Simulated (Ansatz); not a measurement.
# 1T-NiSTe monolayer in a perpendicular field, part 2 of 2

Aim: how the 1T-NiSTe monolayer screens a field along its normal, and what the field does to its bands. A positive field points along +c.

Ansatz 0.2.0; plane-wave DFT, PBE-D3(BJ), Ansatz PAW (set soft_1); PAW set soft_1.

So far. Step 2 (Relaxing the slab): The lattice constant a goes from 3.565 to 3.455 Å.

**3. Atoms held, field 0**

A sawtooth potential applies the field, turning back in the middle of the vacuum. With the dipole correction the typed value is the field outside the slab. The induced dipole is small, so the SCF threshold is tight.

The cell differs from the one that the last finished run ended in (c 35.641 → 20.688 Å).

input.yaml

```yaml
crystal:
  lattice:
    - [3.4548576415, 0.0, 0.0]
    - [-1.7274288207, 2.991994484, 0.0]
    - [0.0, 0.0, 20.6880028767]
  atoms:
    - { symbol: Te, position: [0.6666666667, 0.3333333333, 0.4350347423] }
    - { symbol: Ni, position: [0.0, 0.0, 0.5119708342] }
    - { symbol: S, position: [0.3333333333, 0.6666666667, 0.5649652577] }
kpoints:
  mp_grid: { grid: [18, 18, 1] }
  band_path:
    path: [[0, 0, 0], [0.5, 0, 0], [0.33333333, 0.33333333, 0], [0, 0, 0]]
    npoints: 16
hamiltonian:
  xc: pbe
  dispersion: d3bj
  pseudopotentials: { kind: paw, azcp: { folder: soft_1 } }
scf:
  occupations: { method: fermi_dirac, width: 0.02585 }
  convergence: { dr2_threshold: 1.0e-10 }
efield:
  axis: 3
  dipole_correction: true
  ramp_position: 0.97
  ramp_width: 0.06
  amplitude: 0
output:
  dos: { projected: true, e_range: [-6, 5] }
  write_potential: true
  write_density: true
  volumetric_format: npy
  elf: true
```

On the command line:

```console
> ansatz run input.yaml --threads 2 --pin off --max-ram 3072MiB --backend cpu --events-out ev --progress --plain --runs-dir out
```

Numbers of over 12 decimals in the logs are rounded to 6 here.

The log of the run:

```text
[...]
Crystal: 3 atoms, lattice volume = 213.850 Å³
Basis set: ecut = 420 eV, 4101 PW (Γ)
Bands: 24, of which v1, the nominal top of the filled ones, is band 20 counted from 1 (19 counted from 0)
Symmetry: 6 space group operations
[...]
k-points: 37 of 324 (time reversal used)
[...]
SCF iter   1: F=—  HF=-13724.847758 eV  |F-HF|=—  |Δ(HF+E_count)|=         —  Δρ=6.92e-2  dr2=2.01e1  ethr=3.10e-3  p=-0.000 e·Å  D=-8.10e-7 V/Å  ΔV_dip=0.00 eV  dr2_dipole=2.11e0  V_vac-E_F(+/−)=6.51/6.51 eV  ⟨swp⟩=11.8  Hψ=6016  notcnv=0
efield: sawtooth ramp at fractional position 0.9700 (set: `efield.ramp_position`, or a place that a band, a saddle search or an elastic batch's reference lends), width 0.0600; the density the first Hamiltonian is built on has a dipole p = -0.000 e·Å; the dipole correction subtracts the counter field D = -8.10e-7 V/Å, which shifts the + side's vacuum level by +0.00 eV against the − side's; the planar-averaged density in the ramp window peaks in size at 5.1e-6 e/Å³
[...]
SCF iter   2: F=—  HF=-13723.193377 eV  |F-HF|=—  |Δ(HF+E_count)|=    1.65e0  Δρ=2.69e-2  dr2=1.66e0  ethr=3.10e-3  p=-0.029 e·Å  D=-2.49e-2 V/Å  ΔV_dip=0.52 eV  dr2_dipole=2.35e-1  V_vac-E_F(+/−)=5.82/5.30 eV  ⟨swp⟩=4.6  Hψ=2289  notcnv=0
[...]
SCF iter  13: F=-13723.087625 eV  HF=-13723.087625 eV  |F-HF|=7.28e-12  |Δ(HF+E_count)|=  4.00e-11  Δρ=9.63e-8  dr2=1.66e-11  ethr=1.00e-12  p=-0.087 e·Å  D=-7.35e-2 V/Å  ΔV_dip=1.52 eV  dr2_dipole=1.65e-14  V_vac-E_F(+/−)=5.84/4.32 eV  ⟨swp⟩=4.4  Hψ=2828  notcnv=0
SCF 1 converged in 13 iterations: F = -13723.087625 eV  dr2 = 1.66e-11
[...]
NSCF: frozen V_eff on 49 k-points
efield: sawtooth ramp at fractional position 0.9700 (kept from the solve that this one continues, or follows in the run), width 0.0600; the density the first Hamiltonian is built on has a dipole p = -0.087 e·Å; the dipole correction subtracts the counter field D = -7.35e-2 V/Å, which shifts the + side's vacuum level by +1.52 eV against the − side's; the planar-averaged density in the ramp window peaks in size at 7.4e-6 e/Å³
[...]
SCF converged after 13 iterations
Free energy (F): -13723.087625 eV
[...]
Internal energy: -13723.084235 eV  (E = F + TS)
E sigma→0 (E₀):  -13723.085930 eV
Entropy (-TS):   -0.003390 eV (-1.130 meV/atom)
Fermi energy:    -0.713287 eV
Dipole field:    D = -0.073463 V/Å  (p = -0.086820 e·Å, saw-weighted, corrected)
Work function:   Φ+ = 5.8393 eV   Φ− = 4.3195 eV
Levels:          The Fermi level and band energies are counted from a zero that moves with the ramp; work functions are not
[...]
--- Band table (eV; the first three rows and the last of 37) ---
  k-point 0: bands = [... 16 lower, -3.0419, -1.3116, -0.1888, -0.1888, 1.6661, 1.6661, 2.9643, 4.2210]
  k-point 1: bands = [... 16 lower, -3.0117, -1.3162, -0.3588, -0.2423, 1.3623, 1.6058, 3.0218, 4.2907]
  k-point 2: bands = [... 16 lower, -2.9514, -1.3903, -0.7212, -0.4001, 0.6903, 1.4570, 3.1834, 4.4686]
  k-point 36: bands = [... 16 lower, -3.5450, -2.7061, -2.4069, -2.0937, -0.9456, 0.3328, 4.0467, 5.7768]
```

It took 20 s on 2 threads of Arm Neoverse V1, shared host; peak memory 0.53 GiB.

The column dr2 measures how far the density is from self-consistency, as an energy; F and HF (Harris–Foulkes) agree once it is small.

This step gave:

| Property | Result |
| --- | --- |
| energy at zero smearing | -13723.0859 eV |
| work function, upper face | 5.839 eV |
| work function, lower face | 4.320 eV |
| dipole along the normal | -0.08682 e·Å |
| step between the vacuum levels | 1.520 eV |

Running mean over a fixed 2.7 Å (it still follows the layers) of the planar mean; the ramp of the sawtooth is left out. The electron's electrostatic potential energy less the Fermi level by z:

| z (Å) | electron's electrostatic potential energy less the Fermi level (eV) |
| --- | --- |
| 3.0 | 4.32 |
| 3.5 | 4.32 |
| 4.0 | 4.32 |
| 4.5 | 4.32 |
| 5.0 | 4.31 |
| 5.5 | 4.29 |
| 6.0 | 4.21 |
| 6.5 | 3.91 |
| 7.0 | 2.73 |
| 7.5 | 0.534 |
| 8.0 | -1.68 |
| 8.5 | -3.85 |
| 9.0 | -5.45 |
| 9.5 | -6.40 |
| 10.0 | -6.70 |
| 10.5 | -6.66 |
| 11.0 | -5.77 |
| 11.5 | -4.07 |
| 12.0 | -2.29 |
| 12.5 | -0.160 |
| 13.0 | 2.41 |
| 13.5 | 4.57 |
| 14.0 | 5.56 |
| 14.5 | 5.78 |
| 15.0 | 5.83 |
| 15.5 | 5.84 |
| 16.0 | 5.84 |
| 16.5 | 5.84 |
| 17.0 | 5.84 |
| 17.5 | 5.84 |

The density of states has structure finer than the step of the table below, so its rows give means over 0.25 eV, whole bins alone (the curve runs from -6 to 1.99 eV). Peaks (eV: height): -4.920: 10.3, -3.820: 11.7, -3.680: 10.1, -2.830: 7.13, -2.200: 15.1, -1.970: 15.1, -1.860: 9.45.

The density of states by energy, zero at the Fermi level; means over each step:

| energy (eV) | density of states (states/eV a cell) |
| --- | --- |
| -5.75 | 1.24 |
| -5.50 | 0.901 |
| -5.25 | 1.01 |
| -5.00 | 5.67 |
| -4.75 | 2.03 |
| -4.50 | 1.47 |
| -4.25 | 2.33 |
| -4.00 | 2.24 |
| -3.75 | 8.37 |
| -3.50 | 2.68 |
| -3.25 | 0.455 |
| -3.00 | 2.96 |
| -2.75 | 4.61 |
| -2.50 | 4.50 |
| -2.25 | 5.69 |
| -2.00 | 4.00 |
| -1.75 | 4.72 |
| -1.50 | 2.32 |
| -1.25 | 3.81 |
| -1.00 | 2.49 |
| -0.75 | 1.90 |
| -0.50 | 1.52 |
| -0.25 | 2.02 |
| 0.00 | 1.86 |
| 0.25 | 1.67 |
| 0.50 | 2.98 |
| 0.75 | 1.61 |
| 1.00 | 2.63 |
| 1.25 | 1.58 |
| 1.50 | 1.62 |
| 1.75 | 0.806 |

Projected DOS per atom over height of the atomic layer and energy from the Fermi level. Layers: Te Ni S from below.

Ten even steps from '0' (0.12 states/eV) to '9' (4.21 states/eV), each cell a mean:
```
000
100
311
100
112
011
001
011
131
031
090
270
171
141
000
174
031
111
212
213
000
100
```
Columns: height of the atomic layer (Å) from 9 to 11.7 (not evenly spaced); rows upwards: energy from the Fermi level (eV) from -5.96 to 1.96.

The electronic bands at the labelled points (eV, zero at the Fermi level):

| point | band 17 | band 18 | band 19 | band 20 | band 21 | band 22 | band 23 | band 24 |
| --- | --- | --- | --- | --- | --- | --- | --- | --- |
| Γ | -2.33 | -0.60 | 0.52 | 0.52 | 2.38 | 2.38 | 3.68 | 4.93 |
| halfway | -2.25 | -1.41 | -0.67 | -0.43 | 0.34 | 1.77 | 4.65 | 5.32 |
| M | -2.16 | -1.88 | -1.69 | -1.54 | 0.86 | 1.50 | 3.83 | 5.59 |
| halfway | -2.63 | -1.99 | -1.85 | -1.20 | 0.21 | 1.04 | 4.57 | 7.01 |
| K | -2.83 | -1.99 | -1.69 | -1.38 | -0.23 | 1.05 | 4.76 | 6.49 |
| halfway | -2.17 | -1.56 | -1.28 | -0.34 | 0.45 | 0.92 | 4.95 | 6.20 |
| Γ | -2.33 | -0.60 | 0.52 | 0.52 | 2.38 | 2.38 | 3.68 | 4.93 |

Electrostatic potential energy in the ca plane at fractional y = 0.000, with atoms of Ni within 0.2 Å of it. With pseudopotentials it is smooth inside the atoms' cores, unlike the true potential.

Values in eV, 5 rows by 16 columns, each cell a mean:
```
  4   4   4   4   4   3   2  -1 -12 -11   3   5   5   5   5   5
  4   4   4   4   4   3  -1  -7  -4  -3   1   4   5   5   5   5
  4   4   4   4   4   3  -3 -13  -1  -2  -1   4   5   5   5   5
  4   4   4   4   4   3   0  -4  -7  -6   2   4   5   5   5   5
  4   4   4   4   4   4   2   0 -11 -11   3   5   5   5   5   5
```
Columns run along c (16.0 Å, from fractional 0.09 to 0.86 of the cell; values clipped at the 3rd and 97th percentile), rows up along a (3.5 Å). Atoms in or near the plane, at fractional coordinates: Ni at (0.51, 0.00).

Valence density in the ca plane at fractional y = 0.000, with atoms of Ni within 0.2 Å of it. It is the smooth field of the valence electrons, not physical close to the nuclei.

Ten steps, logarithmic in the rise over the least value, from '0' (0 e/Å³) to '9' (39 e/Å³), each cell a mean:
```
00000000000000000015885100000000000000000000
00000000000000000112442100000000000000000000
00000000000000011111111110000000000000000000
00000000000000111111011111000000000000000000
00000000000000111110011111000000000000000000
00000000000000011111111110000000000000000000
00000000000000001111221100000000000000000000
00000000000000000013664100000000000000000000
00000000000000000016996200000000000000000000
```
Columns run along c (16.0 Å, from fractional 0.15 to 0.93 of the cell), rows up along a (3.5 Å). Atoms in or near the plane, at fractional coordinates: Ni at (0.51, 0.00).

ELF in the ca plane at fractional y = 0.000, with atoms of Ni within 0.2 Å of it. It is the smooth field of the valence electrons, not physical close to the nuclei.

Ten even steps from '0' (0.00) to '9' (0.91), each cell a mean:
```
00000000000000012213883111000000000000000000
00000000000001234431221232100000000000000000
00000000000134665553123565421000000000000000
00000000001257765553235777642100000000000000
00000000001357765553236777753100000000000000
00000000000246665553225776531000000000000000
00000000000013455542112343210000000000000000
00000000000000123322452121000000000000000000
00000000000000011214995210000000000000000000
```
Columns run along c (16.0 Å, from fractional 0.15 to 0.93 of the cell), rows up along a (3.5 Å). Atoms in or near the plane, at fractional coordinates: Ni at (0.51, 0.00).

The work function of the upper face is 5.84 eV.

**4. Single point, field 0.1 V/Å**

Changes to input.yaml since step 3:

```diff
@@ -24,7 +24,6 @@
   dipole_correction: true
-  ramp_position: 0.97
-  ramp_width: 0.06
-  amplitude: 0
+  ramp_position: 0.9396
+  ramp_width: 0.1049
+  amplitude: 0.1
 output:
-  dos: { projected: true, e_range: [-6, 5] }
   write_potential: true
@@ -32,2 +31 @@
   volumetric_format: npy
-  elf: true
```

The log of the run:

```text
[...]
Crystal: 3 atoms, lattice volume = 213.850 Å³
Basis set: ecut = 420 eV, 4101 PW (Γ)
Bands: 24, of which v1, the nominal top of the filled ones, is band 20 counted from 1 (19 counted from 0)
Symmetry: 6 space group operations
[...]
k-points: 37 of 324 (time reversal used)
[...]
--- Band table (eV; the first three rows and the last of 37) ---
  k-point 0: bands = [... 16 lower, -3.0418, -1.2964, -0.1789, -0.1789, 1.6718, 1.6718, 2.7620, 3.9078]
  k-point 1: bands = [... 16 lower, -3.0112, -1.3019, -0.3485, -0.2324, 1.3682, 1.6116, 2.8174, 3.9706]
  k-point 2: bands = [... 16 lower, -2.9504, -1.3794, -0.7093, -0.3905, 0.6967, 1.4630, 2.9763, 4.1402]
  k-point 36: bands = [... 16 lower, -3.5329, -2.6977, -2.4008, -2.0856, -0.9369, 0.3390, 4.0397, 5.7511]
[key lines of the parts left out:]
SCF converged after 13 iterations
Free energy (F): -13723.080434 eV
Fermi energy:    -0.703734 eV
Dipole field:    D = -0.048226 V/Å  (p = -0.056994 e·Å, saw-weighted, corrected)
```

Elapsed: 19 s, on 2 threads; peak memory 0.51 GiB.

The dipole is -0.0570 e·Å, 0.0298 e·Å from its value without field.

**5. Single point, field -0.1 V/Å**

Changes to input.yaml since step 4:

```diff
@@ -26,3 +26,3 @@
   ramp_width: 0.1049
-  amplitude: 0.1
+  amplitude: -0.1
 output:
```

The log of the run:

```text
[...]
Crystal: 3 atoms, lattice volume = 213.850 Å³
Basis set: ecut = 420 eV, 4101 PW (Γ)
Bands: 24, of which v1, the nominal top of the filled ones, is band 20 counted from 1 (19 counted from 0)
Symmetry: 6 space group operations
[...]
k-points: 37 of 324 (time reversal used)
[...]
--- Band table (eV; the first three rows and the last of 37) ---
  k-point 0: bands = [... 16 lower, -3.0192, -1.3039, -0.1759, -0.1759, 1.6834, 1.6834, 3.1612, 4.4143]
  k-point 1: bands = [... 16 lower, -2.9892, -1.3077, -0.3461, -0.2292, 1.3794, 1.6230, 3.2212, 4.4629]
  k-point 2: bands = [... 16 lower, -2.9295, -1.3785, -0.7101, -0.3867, 0.7067, 1.4740, 3.3868, 4.6023]
  k-point 36: bands = [... 16 lower, -3.5341, -2.6915, -2.3899, -2.0789, -0.9312, 0.3496, 4.0763, 5.8239]
[key lines of the parts left out:]
SCF converged after 13 iterations
Free energy (F): -13723.097796 eV
Fermi energy:    -0.699870 eV
Dipole field:    D = -0.098658 V/Å  (p = -0.116595 e·Å, saw-weighted, corrected)
```

Run time: 21 s. Hardware: 2 threads; peak memory 0.51 GiB.

The dipole is -0.117 e·Å, -0.0298 e·Å from its value without field.

**6. Response, atoms held**

This step: plane-wave DFT, PBE-D3(BJ), Ansatz PAW (set soft_1); response to a field along the normal, atoms held; PAW set soft_1 (Ansatz 0.2.0).

The dipoles give the slope, and the difference of two potentials shows where the field is screened.

Numbers from this step:

```
equivalent conductor thickness p/(ε₀AE) : 5.217 Å
distance between the outer atoms        : 2.688 Å
```

Table of dipole of the cell by applied field:

| applied field (V/Å) | dipole of the cell (e·Å) |
| --- | --- |
| -0.1000 | -0.117 |
| 0.0000 | -0.0868 |
| 0.1000 | -0.0570 |

Local field over the applied field, running mean. From the potentials at -0.1 and 0.1 V/Å; running mean over 2.5 Å. Local field over applied field against z:

| z (Å) | local field over applied field |
| --- | --- |
| 4.02 | 0.998 |
| 4.31 | 0.997 |
| 4.74 | 0.992 |
| 5.03 | 0.986 |
| 5.46 | 0.970 |
| 5.75 | 0.950 |
| 6.03 | 0.919 |
| 6.46 | 0.842 |
| 6.75 | 0.766 |
| 7.04 | 0.675 |
| 7.47 | 0.525 |
| 7.76 | 0.424 |
| 8.19 | 0.278 |
| 8.48 | 0.191 |
| 8.76 | 0.118 |
| 9.19 | 0.0466 |
| 9.48 | 0.0234 |
| 9.77 | 0.0122 |
| 10.20 | 0.00736 |
| 10.49 | 0.0141 |
| 10.92 | 0.0381 |
| 11.21 | 0.0694 |
| 11.49 | 0.119 |
| 11.92 | 0.230 |
| 12.21 | 0.320 |
| 12.50 | 0.420 |
| 12.93 | 0.572 |
| 13.22 | 0.671 |
| 13.65 | 0.806 |
| 13.94 | 0.876 |
| 14.22 | 0.925 |
| 14.65 | 0.967 |
| 14.94 | 0.981 |
| 15.23 | 0.990 |
| 15.66 | 0.996 |
| 15.95 | 0.998 |
| 16.38 | 0.999 |
| 16.67 | 1.000 |

Electrons, planar mean, per unit field. Table of induced electron density by z:

| z (Å) | induced electron density (e/Å³ per V/Å) |
| --- | --- |
| 4.5 | 2.3e-5 |
| 5.0 | 6.2e-5 |
| 5.5 | 1.6e-4 |
| 6.0 | 3.9e-4 |
| 6.5 | 9.1e-4 |
| 7.0 | 0.00192 |
| 7.5 | 0.00319 |
| 8.0 | 0.00290 |
| 8.5 | 8.2e-4 |
| 9.0 | 5.9e-4 |
| 9.5 | 2.7e-4 |
| 10.0 | -2.2e-4 |
| 10.5 | -3.3e-4 |
| 11.0 | 4.1e-6 |
| 11.5 | -8.5e-4 |
| 12.0 | -0.00124 |
| 12.5 | -0.00351 |
| 13.0 | -0.00291 |
| 13.5 | -0.00141 |
| 14.0 | -5.7e-4 |
| 14.5 | -2.1e-4 |
| 15.0 | -7.6e-5 |
| 15.5 | -2.5e-5 |
| 16.0 | -8.4e-6 |
| 16.5 | -2.7e-6 |

By hand: between -0.1 and 0.1 V/Å the dipole changes by 0.05960 e·Å, a slope of 0.2980 e·Å²/V. A perfect conductor of thickness t has p = ε₀AEt, so t = 180.95 × 0.2980 / 10.337 = 5.22 Å (e/ε₀ = 180.95 V·Å, A in Å²).

The induced dipole is that of a conductor 5.22 Å thick.

**7. Outcome**

* gap without field: none
* work function, upper face: 5.84 eV
* step between the vacuum levels: 1.52 eV
* equivalent conductor thickness, atoms held: 5.22 Å

**Reading.** The induced dipole equals that of a perfect conductor 5.22 Å thick, while the outer atoms lie 2.69 Å apart. The two faces differ: the vacuum level above lies 1.52 eV higher than the one below. There is no gap over 0.03 eV, with or without the field. The main runs have no spin polarisation; a magnetic state could lie lower and would change these results. Spin-orbit coupling is left out, which matters for the bands of elements this heavy.

[Logs are printed without paths, hosts, clocks, repeated set-up lines and the standing remarks that a program may print on its own settings, such as how far it seeks lower states.]

[Hosts, paths, dates, database ids (printed as entryN), source tags and the programs' standing remarks are cut or masked in the printed files.]

[Maps of the electrostatic potential energy from Ansatz leave out the sawtooth potential of an applied field or a dipole correction, so their vacuum need not be flat; planar profiles and work functions include it.]

[The density of states shown here was stored with 400 of the rows of the run's finer table, so its peaks can read low, often by over a quarter, or be missed, and its means over a window can be off by a tenth or more.]
